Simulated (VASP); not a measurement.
# Se (P3_121) in VASP: further runs

The runs below take Se through single point, with PBEsol.

All numbers are computed with VASP 6.6.1; they aren't measurements. Logs are shortened: lines on timing, memory, paths and dates and some standing lists are left out, and cuts for length are marked.

## 1. The structure

The structure is trigonal, space group P3_121 (No. 152). The conventional cell has a = 4.366 Å, b = 4.366 Å, c = 4.954 Å, α = 90.00°, β = 90.00°, γ = 120.00°. Se (site symmetry 2) has 2 Se at 2.37 Å as nearest neighbours.

## 2. Single point, PBEsol

File INCAR:

```
SYSTEM = Se
ALGO     = Normal         ! electronic algorithm
EDIFF    = 1E-6           ! SCF threshold, eV
ENCUT    = 520            ! plane-wave cutoff, eV
GGA      = PS             ! functional
ISIF     = 2              ! what is computed and relaxed
ISMEAR   = 0              ! smearing method
LASPH    = .True.         ! aspherical terms in the spheres
LCHARG   = .False.        ! write CHGCAR
LREAL    = .False.        ! projectors in reciprocal space
LWAVE    = .False.        ! write WAVECAR
NBANDS   = 16             ! bands
NELM     = 100            ! most SCF steps
PREC     = Accurate       ! precision mode
SIGMA    = 0.01           ! smearing width, eV
```

File KPOINTS:

```
k-points
0
Gamma
  5 5 4
  0 0 0
```

File POSCAR:

```
Se
1.0
    4.3662000000      0.0000000000      0.0000000000
   -2.1831000000      3.7812400000      0.0000000000
    0.0000000000      0.0000000000      4.9536000000
Se
3
Direct
    0.2254000000      0.0000000000      0.3333330000
    0.0000000000      0.2254000000      0.6666670000
    0.7746000000      0.7746000000      0.0000000000
```

Potentials or basis: VASP PAW PBE potentials, release 64 (Se).

Launch:

```console
cat potpaw_PBE.64/Se/POTCAR > POTCAR
mpirun -np 1 vasp_std > vasp.out
```

OUTCAR:

```text
SYSTEM = Se
   EDIFF = 1E-6
   ENCUT = 520
   GGA = PS
   ISIF = 2
   ISMEAR = 0
   LASPH = .True.
   LREAL = .False.
   NELM = 100
   PREC = Accurate

 ion  position               nearest neighbor table
   1  0.225  0.000  0.333-   3 2.37   2 2.37
   2  0.000  0.225  0.667-   3 2.37   1 2.37
   3  0.775  0.775  0.000-   2 2.37   1 2.37

  LATTYP: Found a hexagonal cell.
 ALAT       =     4.3662000000
 C/A-ratio  =     1.1345334616

  Lattice vectors:

 A1 = (   4.3662000000,   0.0000000000,   0.0000000000)
 A2 = (  -2.1831000000,   3.7812400000,   0.0000000000)
 A3 = (   0.0000000000,   0.0000000000,   4.9536000000)

Analysis of symmetry for initial positions (statically):
=====================================================================
 Subroutine PRICEL returns:
 Original cell was already a primitive cell.

 Routine SETGRP: Setting up the symmetry group for a
 hexagonal supercell.

 Subroutine GETGRP returns: Found  6 space group operations
 (whereof  2 operations were pure point group operations)
 out of a pool of 24 trial point group operations.

The static configuration has the point symmetry C_2 .
 The point group associated with its full space group is D_3 .

Analysis of symmetry for dynamics (positions and initial velocities):
=====================================================================
 Subroutine PRICEL returns:
 Original cell was already a primitive cell.

 Routine SETGRP: Setting up the symmetry group for a
 hexagonal supercell.

 Subroutine GETGRP returns: Found  6 space group operations
 (whereof  2 operations were pure point group operations)
 out of a pool of 24 trial point group operations.

The dynamic configuration has the point symmetry C_2 .
 The point group associated with its full space group is D_3 .

 Subroutine INISYM returns: Found  6 space group operations
 (whereof  2 operations are pure point group operations),
 and found     1 'primitive' translations

----------------------------------------------------------------------------------------

                                     Primitive cell

  volume of cell :      81.7822

  direct lattice vectors                    reciprocal lattice vectors
     4.366200000  0.000000000  0.000000000     0.229032110  0.132231755  0.000000000
    -2.183100000  3.781240000  0.000000000     0.000000000  0.264463509  0.000000000
     0.000000000  0.000000000  4.953600000     0.000000000  0.000000000  0.201873385

  length of vectors
     4.366200000  4.366199898  4.953600000     0.264463503  0.264463509  0.201873385

  position of ions in fractional coordinates (direct lattice)
     0.225400000  0.000000000  0.333333000
     0.000000000  0.225400000  0.666667000
     0.774600000  0.774600000  0.000000000

  ion indices of the primitive-cell ions
   primitive index   ion index
                 1           1
                 2           2
                 3           3

----------------------------------------------------------------------------------------

 KPOINTS: k-points

Automatic generation of k-mesh.
 Grid dimensions read from file:
 generate k-points for:    5    5    4

 Generating k-lattice:

  Cartesian coordinates                     Fractional coordinates (reciprocal lattice)
     0.045806422  0.026446351  0.000000000     0.200000000  0.000000000  0.000000000
     0.000000000  0.052892702  0.000000000     0.000000000  0.200000000  0.000000000
     0.000000000  0.000000000  0.050468346     0.000000000  0.000000000  0.250000000

  Length of vectors
     0.052892701  0.052892702  0.050468346

  Shift w.r.t. Gamma in fractional coordinates (k-lattice)
     0.000000000  0.000000000  0.000000000

 Subroutine IBZKPT returns following result:
 ===========================================

 Found     17 irreducible k-points:

 Following reciprocal coordinates:
            Coordinates               Weight
  0.000000  0.000000  0.000000      1.000000
  0.200000 -0.000000  0.000000      6.000000
  0.400000 -0.000000  0.000000      6.000000
  0.200000  0.200000  0.000000      6.000000
  0.400000  0.200000  0.000000      6.000000
  0.000000  0.000000  0.250000      2.000000
[... 9 lines left out ...]
  0.200000  0.200000  0.500000      6.000000
  0.400000  0.200000  0.500000      6.000000
   k-points           NKPTS =     17   k-points in BZ     NKDIM =     17   number of bands    NBANDS=     16
   number of dos      NEDOS =    301   number of ions     NIONS =      3
   total plane-waves  NPLWV =  40960
   dimension x,y,z NGX =    32 NGY =   32 NGZ =   40
   dimension x,y,z NGXF=    64 NGYF=   64 NGZF=   80
   ions per type =               3
   NGX,Y,Z   is equivalent  to a cutoff of  12.18, 12.18, 13.42 a.u.
   NGXF,Y,Z  is equivalent  to a cutoff of  24.37, 24.37, 26.85 a.u.
 SYSTEM =  Se
   PREC   = accura    normal or accurate (medium, high low for compatibility)
   ISTART =      0    job   : 0-new  1-cont  2-samecut
   ICHARG =      2    charge: 1-file 2-atom 10-const
   ISPIN  =      1    spin polarized calculation?
   LNONCOLLINEAR =      F non collinear calculations
   LSORBIT =      F    spin-orbit coupling
   LASPH  =      T    aspherical Exc in radial PAW
   ENCUT  =  520.0 eV  38.22 Ry    6.18 a.u.   8.12  8.12  9.21*2*pi/ulx,y,z
   NELM   =    100;   NELMIN=  2; NELMDL= -5     # of ELM steps
   EDIFF  = 0.1E-05   stopping-criterion for ELM
   LREAL  =      F    real-space projection
   EDIFFG = 0.1E-04   stopping-criterion for IOM
   NSW    =      0    number of steps for IOM
   IBRION =     -1    ionic relax: 0-MD 1-quasi-New 2-CG
   NFREE  =      0    steps in history (QN), initial steepest desc. (CG)
   ISIF   =      2    stress and relaxation
   ISYM   =      2    0-nonsym 1-usesym 2-fastsym
   POTIM  = 0.5000    time-step for ionic-motion
   TEBEG  =    0.0;   TEEND  =   0.0 temperature during run
   PSTRESS=    0.0 pullay stress
   NELECT =      18.0000    total number of electrons
   NUPDOWN=      -1.0000    fix difference up-down
   EMIN   =  10.00;   EMAX   =-10.00  energy-range for DOS
   EFERMI =   0.00;   METHOD = LEGACY
   ISMEAR =     0;   SIGMA  =   0.01  broadening in eV -4-tet -1-fermi 0-gaus
   EFERMI_NEDOS =   21; number of points for ismear=-14 and -15
   IALGO  =     38    algorithm
   IMIX   =      4    mixing-type and parameters
     AMIX     =   0.40;   BMIX     =  1.00
     AMIX_MAG =   1.60;   BMIX_MAG =  1.00
  volume/ion in A,a.u.               =      27.26       183.96
  Fermi-wavevector in a.u.,A,eV,Ry     =   0.988430  1.867862 13.292818  0.976995
  Thomas-Fermi vector in A             =   2.119956
   LORBIT       =      0    0 simple, 1 ext, 2 COOP (PROOUT), +10 PAW based schemes
   GGA     = PS    functional components
   LHFCALC =     F    Hartree Fock is set to
   AEXX    =    0.0000 exact exchange contribution
   IVDW    =     0    specifies the selected vdW correction
   LEPSILON=     F    determine dielectric tensor
   LRPA    =     F    only Hartree local field effects (RPA)
 non-spin polarized calculation
 Gauss-broadening in eV      SIGMA  =   0.01
  energy-cutoff  :      520.00
  volume of cell :       81.78
 maximum number of plane-waves:      2216
   NGX = 17   NGY = 17   NGZ = 19

 number of electron      18.0000001 magnetization

 Free energy of the ion-electron system (eV)
  ---------------------------------------------------
  ext. energy  EPLUGINS =         0.00000000
  ---------------------------------------------------
  free energy    TOTEN  =       -11.48427524 eV

  energy without entropy =      -11.48427524  energy(sigma->0) =      -11.48427524

 E-fermi :   2.6036     XC(G=0):  -9.0365

 val. band max:        2.5451086306   @ k =   0.4000   0.2000   0.5000
 cond. band min:       3.7082781880   @ k =   0.0000   0.0000   0.5000
 fundamental gap:      1.1631695574
 Fermi energy:         2.6035593318

 k-point     1 :       0.0000    0.0000    0.0000
  band No.  band energies     occupation
      1     -13.3046      2.00000
      2      -9.1705      2.00000
      3      -9.1705      2.00000
      4      -1.2819      2.00000
      5      -1.2819      2.00000
      6      -1.2188      2.00000
[... 8 lines left out ...]
     15       8.9103      0.00000
     16      10.8728      0.00000

 k-point     2 :       0.2000   -0.0000    0.0000
  band No.  band energies     occupation
      1     -13.1560      2.00000
      2      -9.3100      2.00000
      3      -9.1560      2.00000
      4      -2.1329      2.00000
      5      -1.6920      2.00000
      6      -1.0312      2.00000
[... 8 lines left out ...]
     15      10.0202      0.00000
     16      10.9922      0.00000

 k-point     3 :       0.4000   -0.0000    0.0000
  band No.  band energies     occupation
      1     -12.8742      2.00000
      2      -9.6095      2.00000
      3      -9.1312      2.00000
      4      -2.5881      2.00000
      5      -2.1081      2.00000
      6      -1.0057      2.00000
[... 8 lines left out ...]
     15      11.5317      0.00000
     16      12.4264      0.00000

 k-point     4 :       0.2000    0.2000    0.0000
  band No.  band energies     occupation
      1     -12.9347      2.00000
      2      -9.4752      2.00000
      3      -9.2088      2.00000
      4      -2.4324      2.00000
      5      -2.2252      2.00000
      6      -0.8309      2.00000
[... 8 lines left out ...]
     15      10.8133      0.00000
     16      11.8248      0.00000
[... 191 lines left out ...]
 k-point    15 :       0.4000   -0.0000    0.5000
  band No.  band energies     occupation
      1     -11.8795      2.00000
      2     -11.7497      2.00000
      3      -7.8829      2.00000
      4      -3.2624      2.00000
      5      -1.8325      2.00000
      6      -1.6408      2.00000
[... 8 lines left out ...]
     15      10.9165      0.00000
     16      11.5253      0.00000

 k-point    16 :       0.2000    0.2000    0.5000
  band No.  band energies     occupation
      1     -11.8964      2.00000
      2     -11.8223      2.00000
      3      -7.7530      2.00000
      4      -3.0272      2.00000
      5      -1.9407      2.00000
      6      -1.8007      2.00000
[... 8 lines left out ...]
     15      10.6466      0.00000
     16      11.3374      0.00000

 k-point    17 :       0.4000    0.2000    0.5000
  band No.  band energies     occupation
      1     -11.7875      2.00000
      2     -11.7020      2.00000
      3      -8.0342      2.00000
      4      -3.2730      2.00000
      5      -2.2708      2.00000
      6      -2.1980      2.00000
[... 8 lines left out ...]
     15      11.2227      0.00000
     16      11.3825      0.00000

------------------------ aborting loop because EDIFF is reached ----------------------------------------

  FORCE on cell =-STRESS in cart. coord.  units (eV):
  Direction    XX          YY          ZZ          XY          YZ          ZX
  --------------------------------------------------------------------------------------
  -------------------------------------------------------------------------------------
  Total       -0.0781053     -0.0781053      0.7219156      0.0000000      0.0000000     -0.0000000
  in kB       -1.5301432     -1.5301431     14.1428908      0.0000000      0.0000000     -0.0000000
  external PRESSURE =       3.6942015 kB  Pullay stress =       0.0000000 kB

 VOLUME and BASIS-vectors are now :
 -----------------------------------------------------------------------------
  energy-cutoff  :      520.00
  volume of cell :       81.78
      direct lattice vectors                 reciprocal lattice vectors
     4.366200000  0.000000000  0.000000000     0.229032110  0.132231755  0.000000000
    -2.183100000  3.781240000  0.000000000     0.000000000  0.264463509  0.000000000
     0.000000000  0.000000000  4.953600000     0.000000000  0.000000000  0.201873385

 POSITION                                       TOTAL-FORCE (eV/Angst)
 -----------------------------------------------------------------------------------
      0.98414      0.00000      1.65120         0.336160      0.000000      0.000000
     -0.49207      0.85229      3.30240        -0.168080      0.291123     -0.000000
      1.69103      2.92895      0.00000        -0.168080     -0.291123     -0.000000
 -----------------------------------------------------------------------------------
    total drift:                                0.000280     -0.000406      0.000008

  FREE ENERGIE OF THE ION-ELECTRON SYSTEM (eV)
  ---------------------------------------------------
  free  energy   TOTEN  =       -11.4842752450 eV

  energy  without entropy=      -11.4842752450  energy(sigma->0) =      -11.48427524
```

Run time: 11 s. Hardware: 1 thread of AMD EPYC 9R45 (Zen 5), shared host; peak memory 0.16 GiB.

What came out:

```yaml
Free_energy: -11.4843 eV
Pressure: 0.4 GPa
Largest_force: 0.336 eV/Å
Band_gap_on_the_k_mesh: 1.16 eV, indirect (least direct gap 1.30 eV)
```

Forces in eV/Å, atoms in the order of the input:
```
Se   0.336  0.000  0.000
Se  -0.168  0.291  0.000
Se  -0.168 -0.291  0.000
```

Stress tensor (GPa, compression positive):
```
-0.15  0.00  0.00
 0.00 -0.15  0.00
 0.00  0.00  1.41
```

Caveat: the PAW data sets were made with another functional, which shifts forces and pressure a little; an odd mesh through Γ misses points on the zone boundary, where band edges often lie.

[end of part 1 of 2]
